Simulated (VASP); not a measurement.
A run of VASP 6.6.1:

File INCAR:

```
SYSTEM = MoS2
PREC     = Accurate       ! precision mode
ENCUT    = 520            ! plane-wave cutoff, eV
EDIFF    = 1E-7           ! SCF threshold, eV
ISMEAR   = 0              ! smearing method
SIGMA    = 0.05           ! smearing width, eV
LREAL    = .FALSE.        ! projectors in reciprocal space
LASPH    = .TRUE.         ! aspherical terms in the spheres
NELM     = 60             ! most SCF steps
ALGO     = Normal         ! electronic algorithm
ISIF     = 2              ! what is computed and relaxed
LWAVE    = .FALSE.        ! write WAVECAR
LCHARG   = .FALSE.        ! write CHGCAR
LMAXMIX  = 4              ! l up to which the mixer works
LDAU     = .TRUE.         ! DFT+U
LDAUTYPE = 2            
LDAUL    = 2 -1           ! shell
LDAUU    = 3 0            ! U, eV
LDAUJ    = 0 0          
LDAUPRINT= 1            
GGA      = PE             ! functional
```

File KPOINTS:

```
regular mesh
0
G
  6 6 4
  0 0 0
```

Contents of POSCAR:

```
MoS2
1.0
    3.5639467600      0.0000000000      0.0000000000
   -1.7819733800      3.0864684300      0.0000000000
    0.0000000000      0.0000000000      5.7493858200
Mo S
1 2
Direct
    0.0000000000      0.0000000000      0.0000000000
    0.3333333333      0.6666666667      0.2520000000
    0.6666666667      0.3333333333      0.7480000000
```

Potentials or basis: VASP PAW PBE potentials, release 64 (Mo_sv, S).

Run with:

```console
$ cat potpaw_PBE.64/Mo_sv/POTCAR potpaw_PBE.64/S/POTCAR > POTCAR
$ mpirun -np 1 vasp_std > vasp.out
```

Hardware: 1 thread of Intel(R) Xeon(R) 6975P-C (Granite Rapids) (shared host).

Problem. Estimate the wall time of this run.

Solution. It took 15 s on 1 thread of Intel(R) Xeon(R) 6975P-C (Granite Rapids), on a shared host, peak memory 0.18 GiB. Counts: scf iterations 18, k points 24.
